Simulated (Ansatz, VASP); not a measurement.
# Mn in VASP and in Ansatz

POSCAR

```
Mn
1.0
    2.4836457705      0.0000000000      0.0000000000
   -1.2418228852      2.1509003313      0.0000000000
    0.0000000000      0.0000000000      4.0261950000
Mn
2
Direct
    0.6666666700      0.3333333300      0.7500000000
    0.3333333300      0.6666666700      0.2500000000
```

Contents of INCAR.step1:

```
SYSTEM = Mn
  PREC = Accurate
  ENCUT = 600
  ISMEAR = 0
  SIGMA = 0.1
  LREAL = .FALSE.
  LASPH = .TRUE.
  NELM = 150
  ISPIN = 2
  MAGMOM = 0.2 0.2
  LMAXMIX = 4
  GGA = PE
  ALGO = Normal
  EDIFF = 1E-4
  LWAVE = .TRUE.
  LCHARG = .FALSE.
```

INCAR.step2

```
SYSTEM = Mn
  PREC = Accurate
  ENCUT = 600
  EDIFF = 1E-6
  ISMEAR = 0
  SIGMA = 0.1
  LREAL = .FALSE.
  LASPH = .TRUE.
  NELM = 150
  ALGO = Normal
  ISIF = 3
  LWAVE = .FALSE.
  LCHARG = .FALSE.
  ISPIN = 2
  MAGMOM = 0.2 0.2
  LORBIT = 11
  LMAXMIX = 4
  METAGGA = R2SCAN
  LMIXTAU = .TRUE.
  IBRION = 2
  NSW = 90
  EDIFFG = -0.04
  ISTART = 1
```

Contents of KPOINTS:

```
regular mesh
0
G
  9 9 4
  0 0 0
```

Input for Ansatz:

```yaml
crystal:
  lattice:
    - [2.4836457705, 0.0, 0.0]
    - [-1.2418228852, 2.1509003313, 0.0]
    - [0.0, 0.0, 4.026195]
  atoms:
    - { symbol: Mn, position: [0.66666667, 0.33333333, 0.75], spin: 0.2 }
    - { symbol: Mn, position: [0.33333333, 0.66666667, 0.25], spin: 0.2 }
basis:
  ecutwfc: 500
kpoints:
  mp_grid: { grid: [9, 9, 4] }
hamiltonian:
  xc: r2scan
scf:
  occupations: { method: gaussian, width: 0.1 }
  lower_state_search: "off"
output:
  forces: true
  stress: true
  eigenvalues: true
  populations: true
magnetization:
  spin_polarized: true
relax:
  adjacent_minimum: "off"
  f_tol: 0.04
  max_steps: 70
  cell: { stress_tol: 0.4 }
```

Alike in both runs: task relaxation of cell and atoms; functional r2SCAN; k mesh 9 × 9 × 4; occupations gaussian, width 0.1 eV; collinear spin.

```csv
,VASP,Ansatz
version,VASP 6.6.1,Ansatz 0.2.0
potentials or method,"VASP PAW PBE potentials, release 64 (Mn_pv)","scalar-relativistic, plane waves, PAW"
plane-wave cutoff (eV),600,500
valence electrons in the cell,26,30
```

|  | VASP | Ansatz | Ansatz less VASP |
| --- | --- | --- | --- |
| gap on the k mesh at the Fermi level, each at its own relaxed structure (eV) | none | none | - |
| net moment per atom (μB) | 0.00 | 0.14 | +0.141 |
| size of the moment on the site where the two differ most (μB) | 0.00 | 0.14 | +0.139 |
| relaxed volume (Å³/atom) | 10.43 | 10.42 | -0.013 |
| relaxed cell length with the largest relative difference (Å) | 2.458 | 2.455 | -0.0028 |
| energy change over the relaxation (meV/atom) | -10 | -10 | 0.0 |

The net moments differ so much that the two runs ended in different magnetic states, which moves the other rows too. Site moments also hang on the region over which each program counts them. A gap of «none» marks a metal or a gap that the smearing closes. The two sets of potentials don't hold the same shells in valence.

Caveats: the k mesh is coarse (spacing up to 0.39 Å⁻¹), so the values aren't converged; the PAW data sets were made with another functional, which shifts forces and pressure a little (VASP).
